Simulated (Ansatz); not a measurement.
The system is MgB2.

```
CELL_PARAMETERS angstrom
3.08500 0.00000 0.00000
-1.54250 2.67169 0.00000
0.00000 0.00000 3.52300
ATOMIC_POSITIONS crystal
Mg 0.00000 0.00000 0.00000
B 0.66667 0.33333 0.50000
B 0.33333 0.66667 0.50000
```

Base run:

- Program: Ansatz 0.2.0
- Functional: r2SCAN
- Potentials or basis: Ansatz PAW
- Cutoff: 500 eV (not typed: the program's choice for these potentials)
- k mesh: 10 × 10 × 8
- Occupations: fermi-dirac, width 0.05 eV
- Spin: no spin polarisation

Its results: band gap on the k mesh none (metal or under the smearing width); pressure -2.1 GPa.

Q: The run is repeated on the same cell with these changes: functional from r2SCAN to LDA; cutoff from 500 eV (not typed: the program's choice for these potentials) to 420 eV (not typed: the program's choice for these potentials). What comes out?

A: Band gap on the k mesh none (metal or under the smearing width); pressure -7.5 GPa.

Caveats: the PAW data sets come from PBE, with cores solved anew for the run's functional, which leaves a small shift of forces and pressure.
